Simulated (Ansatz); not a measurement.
# Mo (Im-3m) in Ansatz: a series of runs

The runs below take Mo through single point, equation of state, with PBEsol.

All numbers are computed with Ansatz 0.2.0; they aren't measurements. Logs are shortened: lines on timing, memory, paths and dates and some standing lists are left out, and cuts for length are marked.

## (1) The crystal as given

The structure is cubic, space group Im-3m (No. 229). Conventional cell: a = 3.168 Å, b = 3.168 Å, c = 3.168 Å, α = 90.00°, β = 90.00°, γ = 90.00°. Mo (site symmetry m-3m) has 8 Mo at 2.74 Å as nearest neighbours.

## (2) Single point, PBEsol, 14.94 Å³/atom (volume scaled by 0.94)

File input.yaml:

```yaml
crystal:
  lattice:
    - [-1.5514772677, 1.5514772677, 1.5514772677]
    - [1.5514772677, -1.5514772677, 1.5514772677]
    - [1.5514772677, 1.5514772677, -1.5514772677]
  atoms:
    - { symbol: Mo, position: [0.0, 0.0, 0.0] }
hamiltonian:
  xc: pbesol
  pseudopotentials: { kind: paw }
kpoints:
  mp_grid: { grid: [12, 12, 12] }
scf:
  occupations: { method: fermi_dirac, width: 0.05 }
output:
  forces: true
  stress: true
  eigenvalues: true
  write_density: true
  write_potential: true
  elf: true
  volumetric_format: npy
```

Potentials or basis: Ansatz PAW.

Command:

```console
$ ansatz run input.yaml --threads 2 --pin off --max-ram 5632MiB --backend cpu --events-out ev --progress --plain --runs-dir out
```

Output:

```text
Warning: RAYON_NUM_THREADS=2 ignored (pool sized by the plan → 2); use --threads N
Engine: ansatz 0.2.0, aarch64-unknown-linux-gnu
Pseudopotentials: kind: paw
Pseudopotential: Mo, paw, valence charge 14, recommended cutoff 420 eV (normal), Mo.paw.azcp
Functional definition: PBEsol
  exchange = pbesol_x
  correlation = pbesol_c
Crystal: 1 atoms, lattice volume = 14.938 Å³
Basis set: ecut = 420 eV, 321 PW (Γ), exchange–correlation on 36×36×36 points (8 copies of the dense FFT grid, shifted against one another)
Bands: 11, of which v1, the nominal top of the filled ones, is band 7 counted from 1 (6 counted from 0)
Symmetry: 48 space group operations
Space group: Im-3m (ITA 229), of the structure as read, at distance tolerance 2.5e-5 Å
k-points: 72 of 1728
Non-local potential: Mo, projectors of the file, l = 0: 3, l = 1: 2, l = 2: 2, l = 3: 1
PAW form: soft (Blöchl's): semilocal exchange-correlation on the pseudo side does not see the compensation charge
PAW frozen core: Mo, regenerated for the run's functional, and the local potential with it (the file was generated under x = pbe(κ = 0.804, μ = 0.2195149727645171), c = pbe(β = 0.06672455060314922))
PAW one-centre angular grid: Mo, 590 points (default); XC on 64 Gauss nodes
Initial density: superposition of atomic densities (neutral atoms: chi_scale 0, normalization atom), corrected by the library's trained network
Initial wavefunctions: pseudopotential atomic-orbital guess
Functional: x = pbesol(κ = 0.804, μ = 0.12345679012345678), c = pbesol(β = 0.046)
SCF iter   1: F=—  HF=-4897.479094 eV  |F-HF|=—  |Δ(HF+E_count)|=         —  Δρ=5.98e-3  dr2=3.64e-3  ethr=1.77e-3  ⟨swp⟩=5.0  Hψ=4644  notcnv=0
preconditioner: auto → none  [insulator: Δε(μ)=0.126 eV  Ē_g=8.744 eV  σ=0.050 eV  W_gap=0.51  n_scr=0 (ndim 8)  ℏωp=23.5 eV  f_vac=0.000  D(μ)=0.24/eV (n_scr^D=0)  ε∞_Penn≈8.2]
SCF iter   2: F=—  HF=-4897.477746 eV  |F-HF|=—  |Δ(HF+E_count)|=   1.35e-3  Δρ=2.23e-3  dr2=1.89e-4  ethr=2.60e-5  ⟨swp⟩=2.3  Hψ=1809  notcnv=0
SCF iter   3: F=—  HF=-4897.477726 eV  |F-HF|=—  |Δ(HF+E_count)|=   2.07e-5  Δρ=8.61e-4  dr2=2.65e-5  ethr=1.35e-6  ⟨swp⟩=1.0  Hψ=788  notcnv=0
SCF iter   4: F=—  HF=-4897.477722 eV  |F-HF|=—  |Δ(HF+E_count)|=   3.31e-6  Δρ=3.99e-5  dr2=6.05e-8  ethr=1.89e-7  ⟨swp⟩=1.3  Hψ=949  notcnv=0
iter 5 did not close the SCF: its close was put off for the readings that it lacked (scf_convergence_deferred on its scf_iter line)
SCF iter   5: F=-4897.477722 eV  HF=-4897.477722 eV  |F-HF|=3.59e-10  |Δ(HF+E_count)|=   5.68e-8  Δρ=3.41e-6  dr2=9.39e-10  ethr=4.32e-10  ⟨swp⟩=2.0  Hψ=1145  notcnv=0
SCF iter   6: F=-4897.477722 eV  HF=-4897.477722 eV  |F-HF|=3.64e-12  |Δ(HF+E_count)|=  2.36e-11  Δρ=4.36e-7  dr2=6.44e-12  ethr=6.71e-12  ⟨swp⟩=4.2  Hψ=3784  notcnv=0
SCF 1 converged in 6 iterations: F = -4897.477722 eV  dr2 = 6.44e-12
SCF converged after 6 iterations
Free energy (F): -4897.477722 eV
Harris-Foulkes:  -4897.477722 eV  (|F-HF|=3.64e-12)
Internal energy: -4897.475651 eV  (E = F + TS)
E sigma→0 (E₀):  -4897.476687 eV
Entropy (-TS):   -0.002071 eV (-2.071 meV/atom)
Fermi energy:    22.043301 eV
--- Per-component energies (eV) ---
  E_band       = -41.142406
  E_kinetic    = 442.828953
  E_local      = -752.285682  (includes V_loc(G=0)·N_el)
  E_nonlocal   = 144.738051
  E_hartree    = 249.199120
  E_xc         = -183.141416
  E_vxc        = -229.451562  (∫ρ·V_xc dr)
  E_paw        = -3143.969216  (= ΣΔE_a)
  E_vpaw       = -145.370509  (= ΣTr[D̂ρ^β])
  E_aug_tail   = 0.000041  (compensation charges beyond the density's cutoff)
  E_ewald      = -1655.054802
  E_core_change = 0.209299  (= ΣΔE_core)
  E_smearing   = -0.002071  (= −TS)
  E_closure    = 0.000000  (closes the sum)
  Σ components = -4897.477722   (vs F -4897.477722, Δ=0.00e0)
--- Forces (eV/Å), atoms counted from 1 ---
  atom   1  Mo     0.00000000    -0.00000000     0.00000000
  max |Σ_I F_I| component: 4.72e-32 eV/Å
--- Stress (GPa, compression-positive) ---
        7.524218      -0.000000      -0.000000
       -0.000000       7.524218       0.000000
        0.000000      -0.000000       7.524218
  P = ⅓ Tr σ = 7.5242 GPa (75.242 kbar)
--- Band table (eV; the first three rows and the last of 72) ---
  k-point 0: bands = ["-39.1044", "-12.2709", "-12.2709", "-12.2709", "14.6897", "20.6491", "20.6491", "20.6491", "23.8309", "23.8309", "36.8266"]
  k-point 1: bands = ["-39.0836", "-12.3881", "-12.3067", "-12.2719", "15.0100", "20.4656", "20.6141", "20.9560", "23.5706", "23.8360", "37.0652"]
  k-point 2: bands = ["-39.0261", "-12.7014", "-12.4033", "-12.2747", "15.8447", "20.0013", "20.4558", "21.8479", "23.2165", "23.8780", "37.4382"]
  k-point 71: bands = ["-38.5628", "-13.3823", "-13.3823", "-13.3823", "16.2825", "16.2825", "26.3759", "26.3759", "26.3759", "31.4730", "31.4730"]
```

Run time: 0.83 s. Hardware: 2 threads of Arm Neoverse V1, shared host; peak memory 0.26 GiB.

Results:

- Free energy: -4897.4777 eV
- Pressure: 7.5 GPa
- Band gap on the k mesh: none (metal or under the smearing width)

Caveat: the PAW data sets come from PBE, with cores solved anew for the run's functional, which leaves a small shift of forces and pressure.

## (3) Single point, PBEsol, 15.26 Å³/atom (volume scaled by 0.96)

input.yaml, as its differences from that of step 2:

```diff
@@ -2,5 +2,5 @@
   lattice:
-    - [-1.5514772677, 1.5514772677, 1.5514772677]
-    - [1.5514772677, -1.5514772677, 1.5514772677]
-    - [1.5514772677, 1.5514772677, -1.5514772677]
+    - [-1.562403524, 1.562403524, 1.562403524]
+    - [1.562403524, -1.562403524, 1.562403524]
+    - [1.562403524, 1.562403524, -1.562403524]
   atoms:
```

Potentials or basis: Ansatz PAW.

Command:

```console
$ ansatz run input.yaml --threads 2 --pin off --max-ram 5632MiB --backend cpu --events-out ev --progress --plain --runs-dir out
```

Wall time 0.85 s (2 threads of Arm Neoverse V1, shared host); peak memory 0.26 GiB.

The run converged. Its results:

- Free energy: -4897.4862 eV
- Pressure: 1.2 GPa
- Band gap on the k mesh: none (metal or under the smearing width)

Caveat: the PAW data sets come from PBE, with cores solved anew for the run's functional, which leaves a small shift of forces and pressure.

## (4) Single point, PBEsol, 15.57 Å³/atom (volume scaled by 0.98)

input.yaml, as its differences from that of step 3:

```diff
@@ -2,5 +2,5 @@
   lattice:
-    - [-1.562403524, 1.562403524, 1.562403524]
-    - [1.562403524, -1.562403524, 1.562403524]
-    - [1.562403524, 1.562403524, -1.562403524]
+    - [-1.5731790612, 1.5731790612, 1.5731790612]
+    - [1.5731790612, -1.5731790612, 1.5731790612]
+    - [1.5731790612, 1.5731790612, -1.5731790612]
   atoms:
```

Command:

```console
$ ansatz run input.yaml --threads 2 --pin off --max-ram 5632MiB --backend cpu --events-out ev --progress --plain --runs-dir out
```

It took 0.83 s on 2 threads of Arm Neoverse V1, shared host; peak memory 0.26 GiB.

Results (log left out):

```yaml
Free_energy: -4897.4828 eV
Pressure: -4.5 GPa
Band_gap_on_the_k_mesh: none (metal or under the smearing width)
```

Caveat: the PAW data sets come from PBE, with cores solved anew for the run's functional, which leaves a small shift of forces and pressure.

## (5) Single point, PBEsol, 15.89 Å³/atom

input.yaml, as its differences from that of step 4:

```diff
@@ -2,5 +2,5 @@
   lattice:
-    - [-1.5731790612, 1.5731790612, 1.5731790612]
-    - [1.5731790612, -1.5731790612, 1.5731790612]
-    - [1.5731790612, 1.5731790612, -1.5731790612]
+    - [-1.5838089719, 1.5838089719, 1.5838089719]
+    - [1.5838089719, -1.5838089719, 1.5838089719]
+    - [1.5838089719, 1.5838089719, -1.5838089719]
   atoms:
```

Command:

```console
$ ansatz run input.yaml --threads 2 --pin off --max-ram 5632MiB --backend cpu --events-out ev --progress --plain --runs-dir out
```

It took 0.84 s on 2 threads of Arm Neoverse V1, shared host; peak memory 0.26 GiB.

It converged, with:

* Free energy: -4897.4687 eV
* Pressure: -9.6 GPa
* Band gap on the k mesh: none (metal or under the smearing width)

Caveat: the PAW data sets come from PBE, with cores solved anew for the run's functional, which leaves a small shift of forces and pressure.

## (6) Single point, PBEsol, 16.21 Å³/atom (volume scaled by 1.02)

input.yaml, as its differences from that of step 5:

```diff
@@ -2,5 +2,5 @@
   lattice:
-    - [-1.5838089719, 1.5838089719, 1.5838089719]
-    - [1.5838089719, -1.5838089719, 1.5838089719]
-    - [1.5838089719, 1.5838089719, -1.5838089719]
+    - [-1.5942980787, 1.5942980787, 1.5942980787]
+    - [1.5942980787, -1.5942980787, 1.5942980787]
+    - [1.5942980787, 1.5942980787, -1.5942980787]
   atoms:
```

Potentials or basis: Ansatz PAW.

Command:

```console
$ ansatz run input.yaml --threads 2 --pin off --max-ram 5632MiB --backend cpu --events-out ev --progress --plain --runs-dir out
```

It took 0.86 s on 2 threads of Arm Neoverse V1, shared host; peak memory 0.26 GiB.

It converged, with:

```yaml
Free_energy: -4897.4450 eV
Pressure: -14.2 GPa
Band_gap_on_the_k_mesh: none (metal or under the smearing width)
```

Caveat: the PAW data sets come from PBE, with cores solved anew for the run's functional, which leaves a small shift of forces and pressure.

## (7) Single point, PBEsol, 16.53 Å³/atom (volume scaled by 1.04)

File input.yaml:

```yaml
crystal:
  lattice:
    - [-1.6046509537, 1.6046509537, 1.6046509537]
    - [1.6046509537, -1.6046509537, 1.6046509537]
    - [1.6046509537, 1.6046509537, -1.6046509537]
  atoms:
    - { symbol: Mo, position: [0.0, 0.0, 0.0] }
hamiltonian:
  xc: pbesol
  pseudopotentials: { kind: paw }
kpoints:
  mp_grid: { grid: [12, 12, 12] }
scf:
  occupations: { method: fermi_dirac, width: 0.05 }
output:
  forces: true
  stress: true
  eigenvalues: true
```

Command:

```console
$ ansatz run input.yaml --threads 2 --pin off --max-ram 5632MiB --backend cpu --events-out ev --progress --plain --runs-dir out
```

Run time: 0.68 s. Hardware: 2 threads of Arm Neoverse V1, shared host; peak memory 0.26 GiB.

It converged, with:

- Free energy: -4897.4128 eV
- Pressure: -18.3 GPa
- Band gap on the k mesh: none (metal or under the smearing width)

Caveat: the PAW data sets come from PBE, with cores solved anew for the run's functional, which leaves a small shift of forces and pressure.

## (8) Single point, PBEsol, 16.85 Å³/atom (volume scaled by 1.06)

File input.yaml:

```yaml
crystal:
  lattice:
    - [-1.614871936, 1.614871936, 1.614871936]
    - [1.614871936, -1.614871936, 1.614871936]
    - [1.614871936, 1.614871936, -1.614871936]
  atoms:
    - { symbol: Mo, position: [0.0, 0.0, 0.0] }
hamiltonian:
  xc: pbesol
  pseudopotentials: { kind: paw }
kpoints:
  mp_grid: { grid: [12, 12, 12] }
scf:
  occupations: { method: fermi_dirac, width: 0.05 }
output:
  forces: true
  stress: true
  eigenvalues: true
  write_density: true
  write_potential: true
  elf: true
  volumetric_format: npy
```

Command:

```console
$ ansatz run input.yaml --threads 2 --pin off --max-ram 5632MiB --backend cpu --events-out ev --progress --plain --runs-dir out
```

Run time: 0.85 s. Hardware: 2 threads of Arm Neoverse V1, shared host; peak memory 0.27 GiB.

It converged, with:

| Quantity | Value |
| --- | --- |
| Free energy | -4897.3729 eV |
| Pressure | -21.9 GPa |
| Band gap on the k mesh | none (metal or under the smearing width) |

Caveat: the PAW data sets come from PBE, with cores solved anew for the run's functional, which leaves a small shift of forces and pressure.

## (9) Equation of state, PBEsol

Potentials or basis: Ansatz PAW.

No new run: the results of the series are fitted here.

What came out:

| Property | Result |
| --- | --- |
| Equilibrium volume | 15.32 Å³/atom |
| Bulk modulus | 283 GPa |
| Pressure derivative of the bulk modulus | 4.3 |

Energy against volume, from the lowest point:
| volume (Å³/atom) | energy (meV/atom) |
| --- | --- |
| 14.938 | 8.52 |
| 15.256 | 0.00 |
| 15.574 | 3.41 |
| 15.892 | 17.52 |
| 16.209 | 41.19 |
| 16.527 | 73.45 |
| 16.845 | 113.39 |
